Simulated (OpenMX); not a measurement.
Runs of OpenMX 3.8.5 on Al. It takes space group Pm-3m (No. 221, cubic). The conventional cell has a = 2.722 Å, b = 2.722 Å, c = 2.722 Å, α = 90.00°, β = 90.00°, γ = 90.00°. Al (site symmetry m-3m) is surrounded by 6 Al at 2.72 Å. The cell was built by a generator and needn't be a form met in nature.

```tsv
level	gap on the mesh (eV)	pressure (GPa)
PBE+D4	none	-2.9
PBE	none	-0.7
PBE+D3(BJ)	none	-2.9
PBE+D3	none	(a)
```

Alike in all rows: task single point; potentials or basis OpenMX 2013 PBE set, Al7.0-s2p2d1, grid cutoff 300 Ry; no spin polarisation; cell as given; k mesh 7 × 7 × 7; smearing fermi-dirac 0.05 eV.

Task: Fill in the values left out.

Result: (a) -1.7.

Caveats: the basis of atomic orbitals isn't converged, which shifts pressures, moduli and gaps; pairwise dispersion overbinds metals, which lowers pressure and volume (some runs).

A gap of «none» marks a metal or a gap under the smearing width.
